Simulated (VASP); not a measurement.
# Hf (P6_3/mmc) in VASP: settings compared

One crystal, Hf, is run at these levels: r2SCAN, LDA; tasks: relaxation of cell and atoms.

All numbers are computed with VASP 6.6.1; they aren't measurements. Logs are shortened: lines on timing, memory, paths and dates and some standing lists are left out, and cuts for length are marked.

## 1. The structure

Symmetry: P6_3/mmc, No. 194, hexagonal system. The conventional cell has a = 3.197 Å, b = 3.197 Å, c = 5.058 Å, α = 90.00°, β = 90.00°, γ = 120.00°. Around Hf (site symmetry -6m2) lie 12 Hf at 3.13 to 3.20 Å.

## 2. Relaxation of cell and atoms, r2SCAN

The input, INCAR:

```
SYSTEM = Hf
PREC = Accurate
ENCUT = 600
EDIFF = 1E-6
ISMEAR = 1
SIGMA = 0.1
LREAL = .False.
LASPH = .True.
NELM = 80
ALGO = Normal
ISIF = 3
LWAVE = .False.
LCHARG = .False.
METAGGA = R2SCAN
LMIXTAU = .True.
IBRION = 2
NSW = 90
EDIFFG = -0.01
KPAR = 2
```

The input, KPOINTS:

```
Automatic mesh
0
Gamma
  15 15 7
  0 0 0
```

The input, POSCAR:

```
Hf
1.0
    3.1967000000      0.0000000000      0.0000000000
   -1.5983500000      2.7684234083      0.0000000000
    0.0000000000      0.0000000000      5.0578000000
Hf
2
Direct
    0.3333333333      0.6666666667      0.2500000000
    0.6666666667      0.3333333333      0.7500000000
```

Potentials or basis: VASP PAW PBE potentials, release 64 (Hf_pv).

Started as:

```bash
$ cat potpaw_PBE.64/Hf_pv/POTCAR > POTCAR
$ mpirun -np 2 vasp_std > vasp.out
```

OUTCAR:

```text
SYSTEM = Hf
   PREC = Accurate
   ENCUT = 600
   EDIFF = 1E-6
   ISMEAR = 1
   LREAL = .False.
   LASPH = .True.
   NELM = 80
   ISIF = 3
   METAGGA = R2SCAN
   IBRION = 2
   NSW = 90
   EDIFFG = -0.01

 ion  position               nearest neighbor table
   1  0.333  0.667  0.250-   2 3.13   2 3.13   2 3.13   2 3.13   2 3.13   2 3.13
   2  0.667  0.333  0.750-   1 3.13   1 3.13   1 3.13   1 3.13   1 3.13   1 3.13

  LATTYP: Found a hexagonal cell.
 ALAT       =     3.1967000000
 C/A-ratio  =     1.5821941377

  Lattice vectors:

 A1 = (   3.1967000000,   0.0000000000,   0.0000000000)
 A2 = (  -1.5983500000,   2.7684234083,   0.0000000000)
 A3 = (   0.0000000000,   0.0000000000,   5.0578000000)

Analysis of symmetry for initial positions (statically):
=====================================================================
 Subroutine PRICEL returns:
 Original cell was already a primitive cell.

 Routine SETGRP: Setting up the symmetry group for a
 hexagonal supercell.

 Subroutine GETGRP returns: Found 24 space group operations
 (whereof 12 operations were pure point group operations)
 out of a pool of 24 trial point group operations.

The static configuration has the point symmetry D_3d.
 The point group associated with its full space group is D_6h.

Analysis of symmetry for dynamics (positions and initial velocities):
=====================================================================
 Subroutine PRICEL returns:
 Original cell was already a primitive cell.

 Routine SETGRP: Setting up the symmetry group for a
 hexagonal supercell.

 Subroutine GETGRP returns: Found 24 space group operations
 (whereof 12 operations were pure point group operations)
 out of a pool of 24 trial point group operations.

The dynamic configuration has the point symmetry D_3d.
 The point group associated with its full space group is D_6h.

 Subroutine INISYM returns: Found 24 space group operations
 (whereof 12 operations are pure point group operations),
 and found     1 'primitive' translations

----------------------------------------------------------------------------------------

                                     Primitive cell

  volume of cell :      44.7606

  direct lattice vectors                    reciprocal lattice vectors
     3.196700000  0.000000000  0.000000000     0.312822598  0.180608211  0.000000000
    -1.598350000  2.768423408  0.000000000     0.000000000  0.361216423  0.000000000
     0.000000000  0.000000000  5.057800000     0.000000000  0.000000000  0.197714421

  length of vectors
     3.196700000  3.196700000  5.057800000     0.361216423  0.361216423  0.197714421

  position of ions in fractional coordinates (direct lattice)
     0.333333333  0.666666667  0.250000000
     0.666666667  0.333333333  0.750000000

  ion indices of the primitive-cell ions
   primitive index   ion index
                 1           1
                 2           2

----------------------------------------------------------------------------------------

 KPOINTS: Automatic mesh

Automatic generation of k-mesh.
 Grid dimensions read from file:
 generate k-points for:   15   15    7

 Generating k-lattice:

  Cartesian coordinates                     Fractional coordinates (reciprocal lattice)
     0.020854840  0.012040547  0.000000000     0.066666667  0.000000000  0.000000000
     0.000000000  0.024081095  0.000000000     0.000000000  0.066666667  0.000000000
     0.000000000  0.000000000  0.028244917     0.000000000  0.000000000  0.142857143

  Length of vectors
     0.024081095  0.024081095  0.028244917

  Shift w.r.t. Gamma in fractional coordinates (k-lattice)
     0.000000000  0.000000000  0.000000000

 Subroutine IBZKPT returns following result:
 ===========================================

 Found    108 irreducible k-points:

 Following reciprocal coordinates:
            Coordinates               Weight
  0.000000  0.000000  0.000000      1.000000
  0.066667 -0.000000  0.000000      6.000000
  0.133333 -0.000000  0.000000      6.000000
  0.200000  0.000000  0.000000      6.000000
  0.266667 -0.000000  0.000000      6.000000
  0.333333 -0.000000  0.000000      6.000000
[... 16 lines left out ...]
  0.333333  0.200000  0.000000     12.000000
  0.400000  0.200000  0.000000      6.000000
 [... further k-points ...]
   k-points           NKPTS =    108   k-points in BZ     NKDIM =    108   number of bands    NBANDS=     14
   number of dos      NEDOS =    301   number of ions     NIONS =      2
   total plane-waves  NPLWV =  31360
   dimension x,y,z NGX =    28 NGY =   28 NGZ =   40
   dimension x,y,z NGXF=    56 NGYF=   56 NGZF=   80
   ions per type =               2
   NGX,Y,Z   is equivalent  to a cutoff of  14.56, 14.56, 13.15 a.u.
   NGXF,Y,Z  is equivalent  to a cutoff of  29.12, 29.12, 26.30 a.u.
 SYSTEM =  Hf
   PREC   = accura    normal or accurate (medium, high low for compatibility)
   ISTART =      0    job   : 0-new  1-cont  2-samecut
   ICHARG =      2    charge: 1-file 2-atom 10-const
   ISPIN  =      1    spin polarized calculation?
   LNONCOLLINEAR =      F non collinear calculations
   LSORBIT =      F    spin-orbit coupling
   LASPH  =      T    aspherical Exc in radial PAW
   ENCUT  =  600.0 eV  44.10 Ry    6.64 a.u.   6.38  6.38 10.10*2*pi/ulx,y,z
   NELM   =     80;   NELMIN=  2; NELMDL= -5     # of ELM steps
   EDIFF  = 0.1E-05   stopping-criterion for ELM
   LREAL  =      F    real-space projection
   EDIFFG = -.1E-01   stopping-criterion for IOM
   NSW    =     90    number of steps for IOM
   IBRION =      2    ionic relax: 0-MD 1-quasi-New 2-CG
   NFREE  =      1    steps in history (QN), initial steepest desc. (CG)
   ISIF   =      3    stress and relaxation
   ISYM   =      2    0-nonsym 1-usesym 2-fastsym
   POTIM  = 0.5000    time-step for ionic-motion
   TEBEG  =    0.0;   TEEND  =   0.0 temperature during run
   PSTRESS=    0.0 pullay stress
   NELECT =      20.0000    total number of electrons
   NUPDOWN=      -1.0000    fix difference up-down
   EMIN   =  10.00;   EMAX   =-10.00  energy-range for DOS
   EFERMI =   0.00;   METHOD = LEGACY
   ISMEAR =     1;   SIGMA  =   0.10  broadening in eV -4-tet -1-fermi 0-gaus
   EFERMI_NEDOS =   21; number of points for ismear=-14 and -15
   IALGO  =     38    algorithm
   IMIX   =      4    mixing-type and parameters
     AMIX     =   0.40;   BMIX     =  1.00
     AMIX_MAG =   1.60;   BMIX_MAG =  1.00
  volume/ion in A,a.u.               =      22.38       151.03
  Fermi-wavevector in a.u.,A,eV,Ry     =   1.251563  2.365112 21.312311  1.566411
  Thomas-Fermi vector in A             =   2.385505
   LORBIT       =      0    0 simple, 1 ext, 2 COOP (PROOUT), +10 PAW based schemes
   METAGGA = R2SCAN    functional components
   LHFCALC =     F    Hartree Fock is set to
   AEXX    =    0.0000 exact exchange contribution
   IVDW    =     0    specifies the selected vdW correction
   LEPSILON=     F    determine dielectric tensor
   LRPA    =     F    only Hartree local field effects (RPA)
 conjugate gradient relaxation of ions
 non-spin polarized calculation
 Methfessel and Paxton  Order N= 1 SIGMA  =   0.10
  energy-cutoff  :      600.00
  volume of cell :       44.76
 maximum number of plane-waves:      1513
 NGX is ok and might be reduce to    28
   NGX = 13   NGY = 13   NGZ = 21

--------------------------------------- Ionic step        1  -------------------------------------------

 number of electron      20.0000001 magnetization

 Free energy of the ion-electron system (eV)
  ---------------------------------------------------
  ext. energy  EPLUGINS =         0.00000000
  ---------------------------------------------------
  free energy    TOTEN  =       -90.30043803 eV

  energy without entropy =      -90.29992741  energy(sigma->0) =      -90.30026782

------------------------ aborting loop because EDIFF is reached ----------------------------------------

  FORCE on cell =-STRESS in cart. coord.  units (eV):
  Direction    XX          YY          ZZ          XY          YZ          ZX
  --------------------------------------------------------------------------------------
  -------------------------------------------------------------------------------------
  Total       -0.1514668     -0.1514668     -0.2693932     -0.0000000     -0.0000000      0.0000000
  in kB       -5.4216554     -5.4216554     -9.6427570     -0.0000000     -0.0000000      0.0000000
  external PRESSURE =      -6.8286893 kB  Pullay stress =       0.0000000 kB
[... 201 lines left out ...]
  energy  without entropy=      -90.3006781409  energy(sigma->0) =      -90.30097704

--------------------------------------- Ionic step        7  -------------------------------------------

 number of electron      20.0000000 magnetization

 Free energy of the ion-electron system (eV)
  ---------------------------------------------------
  ext. energy  EPLUGINS =         0.00000000
  ---------------------------------------------------
  free energy    TOTEN  =       -90.30120418 eV

  energy without entropy =      -90.30083002  energy(sigma->0) =      -90.30107946

 E-fermi :   4.8792     XC(G=0): -12.1856

 val. band max:        4.8785323950   @ k =   0.3333   0.2000   0.4286
 cond. band min:       4.9175003770   @ k =   0.0667  -0.0000   0.1429
 fundamental gap:      0.0389679820
 Fermi energy:         4.8791768785

 k-point     1 :       0.0000    0.0000    0.0000
  band No.  band energies     occupation
      1     -27.3735      2.00000
      2     -26.5859      2.00000
      3     -26.5859      2.00000
      4     -26.4543      2.00000
      5     -26.4521      2.00000
      6     -26.4521      2.00000
      7      -2.8991      2.00000
      8       1.0188      2.00000
      9       5.3313     -0.00000
     10       6.2028     -0.00000
     11       6.2028     -0.00000
     12       6.5492     -0.00000
     13       7.0922      0.00000
     14       7.0922      0.00000
[... 375 lines left out ...]
 k-point    24 :       0.4000    0.2000    0.0000
  band No.  band energies     occupation
      1     -27.1219      2.00000
      2     -26.9698      2.00000
      3     -26.9220      2.00000
      4     -26.8752      2.00000
      5     -26.7376      2.00000
      6     -26.6763      2.00000
      7       2.1347      2.00000
      8       2.6302      2.00000
      9       2.7796      2.00000
     10       3.4525      2.00000
     11       5.3821     -0.00000
     12       5.5964     -0.00000
     13       6.9273      0.00000
     14      10.2647      0.00000

 [... further k-points ...]

------------------------ aborting loop because EDIFF is reached ----------------------------------------

  FORCE on cell =-STRESS in cart. coord.  units (eV):
  Direction    XX          YY          ZZ          XY          YZ          ZX
  --------------------------------------------------------------------------------------
  -------------------------------------------------------------------------------------
  Total        0.0157691      0.0157691     -0.0020707      0.0000000      0.0000000      0.0000000
  in kB        0.5682793      0.5682793     -0.0746222      0.0000000      0.0000000      0.0000000
  external PRESSURE =       0.3539788 kB  Pullay stress =       0.0000000 kB
[... 17 lines left out ...]
  FREE ENERGIE OF THE ION-ELECTRON SYSTEM (eV)
  ---------------------------------------------------
  free  energy   TOTEN  =       -90.3012041808 eV

  energy  without entropy=      -90.3008300194  energy(sigma->0) =      -90.30107946

 reached required accuracy - stopping structural energy minimisation
```

Wall time 8.9 min (2 MPI ranks of Intel Xeon Platinum 8375C at 2.90GHz (Ice Lake), shared host); peak memory 0.24 GiB.

Results:

| Quantity | Value |
| --- | --- |
| Free energy | -90.3012 eV |
| Relaxed volume | 22.23 Å³/atom |
| Relaxed cell | a = 3.193 Å, b = 3.193 Å, c = 5.035 Å, α = 90.00°, β = 90.00°, γ = 120.00° |
| Space group after relaxing (to 0.05 Å) | P6_3/mmc (No. 194) |
| Energy gained by relaxing | 0.4 meV/atom |
| Ionic steps | 7 |
| Pressure after relaxing | 0.0 GPa |
| Band gap on the k mesh | none (metal or under the smearing width) |

The path:
```tsv
step	energy change (eV)	largest force (eV/Å)	pressure (GPa)	volume (Å³)
1	0.0000	0.0000	-0.68	44.76
2	0.0001	0.0000	0.83	44.15
3	-0.0007	0.0000	0.03	44.46
4	-0.0007	0.0000	0.03	44.46
5	-0.0005	0.0000	0.43	44.30
6	-0.0007	0.0000	0.07	44.45
7	-0.0008	0.0000	0.04	44.46
```

Final structure:
```yaml
crystal:
  lattice:
    - [3.19324, 0.00000, 0.00000]
    - [-1.59662, 2.76543, 0.00000]
    - [0.00000, 0.00000, 5.03457]
  atoms:
    - { symbol: Hf, position: [0.33333, 0.66667, 0.25000] }
    - { symbol: Hf, position: [0.66667, 0.33333, 0.75000] }
```

Levels at points of the mesh, in eV from the Fermi level:
```tsv
k point	band 7	band 8	band 9	band 10	band 11	band 12	band 13	band 14
(0.00, 0.00, 0.00)	-7.78	-3.86	0.45	1.32	1.32	1.67	2.21	2.21
```

Caveat: the PAW data sets were made with another functional, which shifts forces and pressure a little.

[end of part 1 of 3]
